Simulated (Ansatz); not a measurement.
# C: the cost of one run

Method: DFT PBEsol, scalar-relativistic, plane waves, PAW, in Ansatz 0.2.0.

A COD entry behind a cell of this session may itself be a prediction, so a difference from it is no test against experiment.

11 further runs of the same task are left out: 11 set aside as unsound or not needed.

## Step 1: The system as given

The structure is hexagonal, space group P6_3/mmc (No. 194). Conventional cell: a = 2.499 Å, b = 2.499 Å, c = 4.161 Å, α = 90.00°, β = 90.00°, γ = 120.00°. C (site symmetry 3m) has 4 C at 1.53 to 1.56 Å as nearest neighbours.

Coordinates:

```cif
data_structure
_symmetry_space_group_name_H-M 'P6_3/mmc'
_symmetry_Int_Tables_number 194
_cell_length_a 2.4987
_cell_length_b 2.4987
_cell_length_c 4.1606
_cell_angle_alpha 90.000
_cell_angle_beta 90.000
_cell_angle_gamma 120.000
_cell_volume 22.50
loop_
_atom_site_label
_atom_site_type_symbol
_atom_site_symmetry_multiplicity
_atom_site_Wyckoff_symbol
_atom_site_fract_x
_atom_site_fract_y
_atom_site_fract_z
_atom_site_occupancy
C1 C 4 f 0.33333 0.66667 0.06280 1
```

This cell was relaxed beforehand with the same method: volume 5.62 Å³/atom, gap on the mesh 3.06 eV.

## Step 2: What is varied

Atoms count from 1 in the order of the input.

An atom moved over a plane that holds its own site and a neighbouring vacancy.

- path of C12 from its site (0) to the vacancy (1), 1.534 Å: 11 values from −0.125 to 1.125
- shift of C12 across the path, along a normal: 9 values from −0.500 to 0.500 Å

Nothing else is relaxed (all other atoms held at the sites of the perfect crystal). Points are written as (first, second).

## Step 3: Point (0.500, −0.500 Å)

The input, input.yaml:

```yaml
crystal:
  lattice:
    - [2.4987060507, 0.0, -4.1605867522]
    - [2.4987060507, 0.0, 4.1605867522]
    - [-2.4987060508, -4.327885833, 0.0]
  atoms:
    - { symbol: C, position: [0.3019331363, 0.3647335303, 0.1666666667] }
    - { symbol: C, position: [0.8019331363, 0.8647335303, 0.6666666667] }
    - { symbol: C, position: [0.3019331363, 0.3647335303, 0.6666666667] }
    - { symbol: C, position: [0.8852664697, 0.4480668637, 0.3333333333] }
    - { symbol: C, position: [0.3852664697, 0.9480668637, 0.3333333333] }
    - { symbol: C, position: [0.8852664697, 0.4480668637, 0.8333333333] }
    - { symbol: C, position: [0.3852664697, 0.9480668637, 0.8333333333] }
    - { symbol: C, position: [0.6147335303, 0.0519331363, 0.1666666667] }
    - { symbol: C, position: [0.1147335303, 0.5519331363, 0.1666666667] }
    - { symbol: C, position: [0.6147335303, 0.0519331363, 0.6666666667] }
    - { symbol: C, position: [0.1147335303, 0.5519331363, 0.6666666667] }
    - { symbol: C, position: [0.6251243667, 0.6825334466, 0.1738207011] }
    - { symbol: C, position: [0.1980668637, 0.1352664697, 0.3333333333] }
    - { symbol: C, position: [0.6980668637, 0.6352664697, 0.8333333333] }
    - { symbol: C, position: [0.1980668637, 0.1352664697, 0.8333333333] }
basis:
  ecutwfc: 420
kpoints:
  mp_grid: { grid: [6, 6, 6] }
hamiltonian:
  xc: pbesol
  pseudopotentials: { kind: paw, azcp: { folder: soft_1 } }
scf:
  occupations: { method: gaussian, width: 0.05 }
output:
  forces: true
  stress: true
  eigenvalues: true
  write_density: true
  write_potential: true
  elf: true
  volumetric_format: npy
```

On the command line:

```bash
$ ansatz run input.yaml --threads 4 --pin off --max-ram 8192MiB --backend cpu --events-out ev --progress --plain --runs-dir out
```

Q: Estimate wall time and peak memory on 4 threads of Arm Neoverse V2, shared host.

About 13 s, with a peak of 0.6 GiB.
